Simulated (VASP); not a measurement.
# Li16H (a cell with a defect) in VASP: notebook

Runs on Li16H (a cell with a defect). Level: LDA. Tasks: single point.

Program: VASP 6.6.1. These are calculated values, not measurements. Logs are shortened: lines on timing, memory, paths and dates and some standing lists are left out, and cuts for length are marked.

### Step 1. The crystal as given

The cell holds a defect, 17 atoms: a = 6.980 Å, b = 6.980 Å, c = 6.980 Å, α = 90.00°, β = 90.00°, γ = 90.00°.

The cell was built by a generator and needn't be a form met in nature.

### Step 2. Single point, LDA

Contents of INCAR:

```
SYSTEM = Li16H
  PREC = Accurate
  ENCUT = 520
  EDIFF = 1E-7
  ISMEAR = -1
  SIGMA = 0.15
  LREAL = Auto
  LASPH = .TRUE.
  NELM = 60
  ALGO = Fast
  ISIF = 2
  LWAVE = .FALSE.
  LCHARG = .FALSE.
  GGA = CA
  NBANDS = 38
```

Contents of KPOINTS:

```
regular mesh
0
G
  3 3 3
  0 0 0
```

Contents of POSCAR:

```
Li16H
1.0
    6.9800000000      0.0000000000      0.0000000000
    0.0000000000      6.9800000000      0.0000000000
    0.0000000000      0.0000000000      6.9800000000
Li H
16 1
Direct
    0.0261318052     -0.0089684814      0.0071346705
    0.5294269341      0.0345988539      0.0369197708
   -0.0115472779      0.5352578797      0.0001862464
    0.0314469914      0.0493696275      0.4764899713
    0.2304871060      0.2827650430      0.2303581662
    0.5006590258      0.5199426934     -0.0116762178
    0.5016762178     -0.0115186246      0.4569054441
    0.7863896848      0.2468767908      0.1956590258
   -0.0224928367      0.4547421203      0.5405587393
    0.2411747851      0.7349283668      0.2310458453
    0.2721489971      0.2621919771      0.7426504298
    0.5127936963      0.4647851003      0.5172922636
    0.7667765043      0.7410315186      0.2625787966
    0.7798280802      0.2631088825      0.7896131805
    0.2872206304      0.7397707736      0.7300716332
    0.7366475645      0.7187106017      0.7981088825
    0.7512607450      0.0173352436      0.1423352436
```

Potentials or basis: VASP PAW LDA potentials, release 64 (Li_sv, H).

Started as:

```
$ cat potpaw_LDA.64/Li_sv/POTCAR potpaw_LDA.64/H/POTCAR > POTCAR
$ mpirun -np 1 vasp_std > vasp.out
```

OUTCAR:

```text
SYSTEM = Li16H
   PREC = Accurate
   ENCUT = 520
   EDIFF = 1E-7
   ISMEAR = -1
   LREAL = Auto
   LASPH = .TRUE.
   NELM = 60
   ISIF = 2
   GGA = CA

 ion  position               nearest neighbor table
   1  0.026  0.991  0.007-
   2  0.529  0.035  0.037-  17 1.72   8 2.58
   3  0.988  0.535  0.000-  16 2.59
   4  0.031  0.049  0.476-
   5  0.230  0.283  0.230-
   6  0.501  0.520  0.988-  16 2.53
   7  0.502  0.988  0.457-
   8  0.786  0.247  0.196-  17 1.66   2 2.58
   9  0.978  0.455  0.541-  14 2.59
  10  0.241  0.735  0.231-
  11  0.272  0.262  0.743-
  12  0.513  0.465  0.517-
  13  0.767  0.741  0.263-
  14  0.780  0.263  0.790-   9 2.59
  15  0.287  0.740  0.730-
  16  0.737  0.719  0.798-   6 2.53   3 2.59
  17  0.751  0.017  0.142-   8 1.66   2 1.72

  LATTYP: Found a simple cubic cell.
 ALAT       =     6.9800000000

  Lattice vectors:

 A1 = (   6.9800000000,   0.0000000000,   0.0000000000)
 A2 = (   0.0000000000,   6.9800000000,   0.0000000000)
 A3 = (   0.0000000000,   0.0000000000,   6.9800000000)

Analysis of symmetry for initial positions (statically):
=====================================================================
 Subroutine PRICEL returns:
 Original cell was already a primitive cell.

 Routine SETGRP: Setting up the symmetry group for a
 simple cubic supercell.

 Subroutine GETGRP returns: Found  1 space group operations
 (whereof  1 operations were pure point group operations)
 out of a pool of 48 trial point group operations.

The static configuration has the point symmetry C_1 .

Analysis of symmetry for dynamics (positions and initial velocities):
=====================================================================
 Subroutine PRICEL returns:
 Original cell was already a primitive cell.

 Routine SETGRP: Setting up the symmetry group for a
 simple cubic supercell.

 Subroutine GETGRP returns: Found  1 space group operations
 (whereof  1 operations were pure point group operations)
 out of a pool of 48 trial point group operations.

The dynamic configuration has the point symmetry C_1 .

 Subroutine INISYM returns: Found  1 space group operations
 (whereof  1 operations are pure point group operations),
 and found     1 'primitive' translations

----------------------------------------------------------------------------------------

                                     Primitive cell

  volume of cell :     340.0684

  direct lattice vectors                    reciprocal lattice vectors
     6.980000000  0.000000000  0.000000000     0.143266476  0.000000000  0.000000000
     0.000000000  6.980000000  0.000000000     0.000000000  0.143266476  0.000000000
     0.000000000  0.000000000  6.980000000     0.000000000  0.000000000  0.143266476

  length of vectors
     6.980000000  6.980000000  6.980000000     0.143266476  0.143266476  0.143266476

  position of ions in fractional coordinates (direct lattice)
     0.026131805  0.991031519  0.007134671
     0.529426934  0.034598854  0.036919771
     0.988452722  0.535257880  0.000186246
     0.031446991  0.049369627  0.476489971
     0.230487106  0.282765043  0.230358166
     0.500659026  0.519942693  0.988323782
[... 9 lines left out ...]
     0.736647564  0.718710602  0.798108883
     0.751260745  0.017335244  0.142335244

  ion indices of the primitive-cell ions
   primitive index   ion index
                 1           1
                 2           2
                 3           3
                 4           4
                 5           5
                 6           6
[... 9 lines left out ...]
                16          16
                17          17

----------------------------------------------------------------------------------------

 KPOINTS: regular mesh

Automatic generation of k-mesh.
 Grid dimensions read from file:
 generate k-points for:    3    3    3

 Generating k-lattice:

  Cartesian coordinates                     Fractional coordinates (reciprocal lattice)
     0.047755492  0.000000000  0.000000000     0.333333333  0.000000000  0.000000000
     0.000000000  0.047755492  0.000000000     0.000000000  0.333333333  0.000000000
     0.000000000  0.000000000  0.047755492     0.000000000  0.000000000  0.333333333

  Length of vectors
     0.047755492  0.047755492  0.047755492

  Shift w.r.t. Gamma in fractional coordinates (k-lattice)
     0.000000000  0.000000000  0.000000000

 Subroutine IBZKPT returns following result:
 ===========================================

 Found     14 irreducible k-points:

 Following reciprocal coordinates:
            Coordinates               Weight
  0.000000  0.000000  0.000000      1.000000
  0.333333  0.000000  0.000000      2.000000
  0.000000  0.333333  0.000000      2.000000
  0.000000  0.000000  0.333333      2.000000
  0.333333  0.333333  0.000000      2.000000
  0.000000  0.333333  0.333333      2.000000
  0.333333  0.000000  0.333333      2.000000
 -0.333333  0.333333  0.000000      2.000000
 -0.333333  0.000000  0.333333      2.000000
  0.000000 -0.333333  0.333333      2.000000
  0.333333  0.333333  0.333333      2.000000
 -0.333333  0.333333  0.333333      2.000000
 -0.333333 -0.333333  0.333333      2.000000
  0.333333 -0.333333  0.333333      2.000000
   k-points           NKPTS =     14   k-points in BZ     NKDIM =     14   number of bands    NBANDS=     38
   number of dos      NEDOS =    301   number of ions     NIONS =     17
   total plane-waves  NPLWV = 157464
   dimension x,y,z NGX =    54 NGY =   54 NGZ =   54
   dimension x,y,z NGXF=   108 NGYF=  108 NGZF=  108
   ions per type =              16   1
   NGX,Y,Z   is equivalent  to a cutoff of  12.86, 12.86, 12.86 a.u.
   NGXF,Y,Z  is equivalent  to a cutoff of  25.72, 25.72, 25.72 a.u.
 SYSTEM =  Li16H
   PREC   = accura    normal or accurate (medium, high low for compatibility)
   ISTART =      0    job   : 0-new  1-cont  2-samecut
   ICHARG =      2    charge: 1-file 2-atom 10-const
   ISPIN  =      1    spin polarized calculation?
   LNONCOLLINEAR =      F non collinear calculations
   LSORBIT =      F    spin-orbit coupling
   LASPH  =      T    aspherical Exc in radial PAW
   ENCUT  =  520.0 eV  38.22 Ry    6.18 a.u.  12.98 12.98 12.98*2*pi/ulx,y,z
   NELM   =     60;   NELMIN=  2; NELMDL= -5     # of ELM steps
   EDIFF  = 0.1E-06   stopping-criterion for ELM
   LREAL  =      T    real-space projection
   EDIFFG = 0.1E-05   stopping-criterion for IOM
   NSW    =      0    number of steps for IOM
   IBRION =     -1    ionic relax: 0-MD 1-quasi-New 2-CG
   NFREE  =      0    steps in history (QN), initial steepest desc. (CG)
   ISIF   =      2    stress and relaxation
   ISYM   =      2    0-nonsym 1-usesym 2-fastsym
   POTIM  = 0.5000    time-step for ionic-motion
   TEBEG  =    0.0;   TEEND  =   0.0 temperature during run
   PSTRESS=    0.0 pullay stress
   NELECT =      49.0000    total number of electrons
   NUPDOWN=      -1.0000    fix difference up-down
   EMIN   =  10.00;   EMAX   =-10.00  energy-range for DOS
   EFERMI =   0.00;   METHOD = LEGACY
   ISMEAR =    -1;   SIGMA  =   0.15  broadening in eV -4-tet -1-fermi 0-gaus
   EFERMI_NEDOS =   21; number of points for ismear=-14 and -15
   IALGO  =     68    algorithm
   IMIX   =      4    mixing-type and parameters
     AMIX     =   0.40;   BMIX     =  1.00
     AMIX_MAG =   1.60;   BMIX_MAG =  1.00
  volume/ion in A,a.u.               =      20.00       134.99
  Fermi-wavevector in a.u.,A,eV,Ry     =   0.858258  1.621873 10.022155  0.736608
  Thomas-Fermi vector in A             =   1.975436
   LORBIT       =      0    0 simple, 1 ext, 2 COOP (PROOUT), +10 PAW based schemes
   GGA     = CA    functional components
   LHFCALC =     F    Hartree Fock is set to
   AEXX    =    0.0000 exact exchange contribution
   IVDW    =     0    specifies the selected vdW correction
   LEPSILON=     F    determine dielectric tensor
   LRPA    =     F    only Hartree local field effects (RPA)
 non-spin polarized calculation
 RMM-DIIS sequential band-by-band and
  energy-cutoff  :      520.00
  volume of cell :      340.07
 maximum number of plane-waves:      9180
 NGX is ok and might be reduce to    54
   NGX = 25   NGY = 25   NGZ = 25

 number of electron      48.9999995 magnetization

 Free energy of the ion-electron system (eV)
  ---------------------------------------------------
  ext. energy  EPLUGINS =         0.00000000
  ---------------------------------------------------
  free energy    TOTEN  =       -35.92167616 eV

  energy without entropy =      -35.35380947  energy(sigma->0) =      -35.63774281

 E-fermi :   0.4740     XC(G=0):  -7.0534

 val. band max:        0.4489465870   @ k =   0.3333   0.0000   0.3333
 cond. band min:       0.4819033606   @ k =   0.0000   0.3333   0.3333
 fundamental gap:      0.0329567736
 Fermi energy:         0.4739962070

 k-point     1 :       0.0000    0.0000    0.0000
  band No.  band energies     occupation
      1     -45.5369      2.00000
      2     -45.4178      2.00000
      3     -45.3699      2.00000
      4     -45.3644      2.00000
      5     -45.2813      2.00000
      6     -45.2749      2.00000
[... 28 lines left out ...]
     35       3.4343      0.00000
     36       3.6550      0.00000

 k-point     2 :       0.3333    0.0000    0.0000
  band No.  band energies     occupation
      1     -45.5369      2.00000
      2     -45.4178      2.00000
      3     -45.3699      2.00000
      4     -45.3644      2.00000
      5     -45.2814      2.00000
      6     -45.2749      2.00000
[... 28 lines left out ...]
     35       3.5798      0.00000
     36       3.6763      0.00000
[... 427 lines left out ...]
     35       3.5625      0.00000
     36       3.7480      0.00000

 k-point    14 :       0.3333   -0.3333    0.3333
  band No.  band energies     occupation
      1     -45.5369      2.00000
      2     -45.4178      2.00000
      3     -45.3698      2.00000
      4     -45.3645      2.00000
      5     -45.2814      2.00000
      6     -45.2749      2.00000
[... 28 lines left out ...]
     35       3.5447      0.00000
     36       3.6613      0.00000
 [bands above 36 left out]

------------------------ aborting loop because EDIFF is reached ----------------------------------------

  FORCE on cell =-STRESS in cart. coord.  units (eV):
  Direction    XX          YY          ZZ          XY          YZ          ZX
  --------------------------------------------------------------------------------------
  -------------------------------------------------------------------------------------
  Total       -2.1552012     -1.5636635     -2.4693080      0.5586023      0.0742195      0.3835209
  in kB      -10.1538824     -7.3669481    -11.6337461      2.6317645      0.3496732      1.8068969
  external PRESSURE =      -9.7181922 kB  Pullay stress =       0.0000000 kB

 VOLUME and BASIS-vectors are now :
 -----------------------------------------------------------------------------
  energy-cutoff  :      520.00
  volume of cell :      340.07
      direct lattice vectors                 reciprocal lattice vectors
     6.980000000  0.000000000  0.000000000     0.143266476  0.000000000  0.000000000
     0.000000000  6.980000000  0.000000000     0.000000000  0.143266476  0.000000000
     0.000000000  0.000000000  6.980000000     0.000000000  0.000000000  0.143266476

 POSITION                                       TOTAL-FORCE (eV/Angst)
 -----------------------------------------------------------------------------------
      0.18240      6.91740      0.04980        -0.230362      0.009251     -0.045218
      3.69540      0.24150      0.25770        -0.436574     -0.279896     -0.280244
      6.89940      3.73610      0.00130         0.383752     -0.301358     -0.104693
      0.21950      0.34460      3.32590        -0.125672     -0.381095      0.192340
      1.60880      1.97370      1.60790         0.197996      0.083554      0.010375
      3.49460      3.62920      6.89850        -0.095312     -0.292048      0.276552
[... 9 lines left out ...]
      5.14180      5.01660      5.57080         0.070073      0.467465     -0.531913
      5.24380      0.12100      0.99350         0.293844     -0.572054      0.042799
 -----------------------------------------------------------------------------------
    total drift:                               -0.000225     -0.007868     -0.002367

  FREE ENERGIE OF THE ION-ELECTRON SYSTEM (eV)
  ---------------------------------------------------
  free  energy   TOTEN  =       -35.9216761551 eV

  energy  without entropy=      -35.3538094737  energy(sigma->0) =      -35.63774281
```

Run time: 7.7 min. Hardware: 1 thread of Intel Xeon Platinum 8488C (Sapphire Rapids), shared host; peak memory 0.34 GiB.

What came out:

```
Free energy            : -35.9217 eV
Largest force          : 0.744 eV/Å
Band gap on the k mesh : none (metal or under the smearing width)
```

Forces on the atoms (eV/Å):
```
Li  -0.230  0.009 -0.045
Li  -0.437 -0.280 -0.280
Li   0.384 -0.301 -0.105
Li  -0.126 -0.381  0.192
Li   0.198  0.084  0.010
Li  -0.095 -0.292  0.277
Li   0.104  0.212  0.183
Li  -0.042  0.561  0.487
Li   0.188  0.482 -0.327
Li   0.163 -0.019  0.270
Li  -0.073 -0.154  0.313
Li   0.159  0.090 -0.303
Li  -0.039  0.223 -0.076
Li  -0.246 -0.280 -0.129
Li  -0.271  0.151  0.022
Li   0.070  0.467 -0.532
H    0.294 -0.572  0.043
```

Caveat: the cutoff is under 1.25 times the usual one of these potentials, so pressure, stress and relaxed cells hold a basis-set (Pulay) error.

(Continued in part 2 of 2.)
